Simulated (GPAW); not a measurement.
What a tighter setting buys: ecut, CaF2 (Fm-3m, 3 atoms in the cell)

```yaml
crystal:
  lattice:
    - [0.00000, 2.75802, 2.75802]
    - [2.75802, 0.00000, 2.75802]
    - [2.75802, 2.75802, 0.00000]
  atoms:
    - { symbol: Ca, position: [0.00000, 0.00000, 0.00000] }
    - { symbol: F, position: [0.75000, 0.75000, 0.75000] }
    - { symbol: F, position: [0.25000, 0.25000, 0.25000] }
```

Level of theory: PBE, GPAW PAW datasets PBE (gpaw-data 1.0.1) (plane waves; GPAW).

Base settings: mode = pw; ecut = 900 eV; xc = PBE; kpts = 8 8 8; mesh shift (steps) = 0 0 0; occupations.name = fermi-dirac; occupations.width = 0 eV; nbands = -6; convergence.forces = 0.001 eV/Å; convergence.bands = -4.

Misses are taken against the tightest run, 1800 eV, which need not be fully converged itself. The energy is the free energy per atom.

The count of work is k-points × plane waves × bands × iterations; it is no time, and leaves out set-up, grids and terms that scale otherwise. Core times come from one kind of shared machine and are given to one figure; runs under 30 s give none.

The starting cell comes from a database of computed structures (which also holds hypothetical and non-ambient phases and stackings), without a prior relaxation at this level.

The runs (ecut): 360 eV | 450 eV | 540 eV | 630 eV | 720 eV | 810 eV | 900 eV | 1035 eV | 1170 eV | 1350 eV | 1575 eV | 1800 eV.

### Question
Which is the coarsest setting among those run that, with all tighter ones, holds the energy within 10 meV/atom of the reference, and what does it save?

### Answer
1170 eV, off by 5.1 meV/atom; its saving against the reference is no more than about a factor of 2 in the count of work.

### Question
Which is the coarsest setting among those run that, with all tighter ones, holds the energy within 0.5 meV/atom of the reference, and what does it save?

### Answer
1575 eV, off by 0.01 meV/atom; its saving against the reference is no more than about a factor of 2 in the count of work.

### Question
What does the step from 630 eV to 1575 eV buy?

### Answer
It takes the miss in the energy from 90 to 0.01 meV/atom, for 4.8 times the count of work and roughly 4 times the time.

```
ecut     energy less reference (meV/atom)  gap on the mesh less reference (eV)  count of work / reference  core time / reference (rough)
-------  --------------------------------  -----------------------------------  -------------------------  -----------------------------
360 eV                            1733.91                               -0.185                      0.064                              –
450 eV                             313.33                               -0.005                       0.10                              –
540 eV                             103.54                               -0.012                       0.13                            0.2
630 eV                              89.68                               -0.005                       0.16                            0.2
720 eV                              79.49                               -0.007                       0.21                            0.2
810 eV                              58.99                               -0.004                       0.25                            0.3
900 eV                              37.71                               -0.003                       0.33                            0.4
1035 eV                             15.62                               -0.001                       0.33                            0.3
1170 eV                              5.08                                0.000                       0.48                            0.4
1350 eV                              0.81                                0.000                       0.78                            1.0
1575 eV                              0.01                                0.000                       0.75                            0.6
1800 eV                              0.00                                0.000                        1.0                              1
```
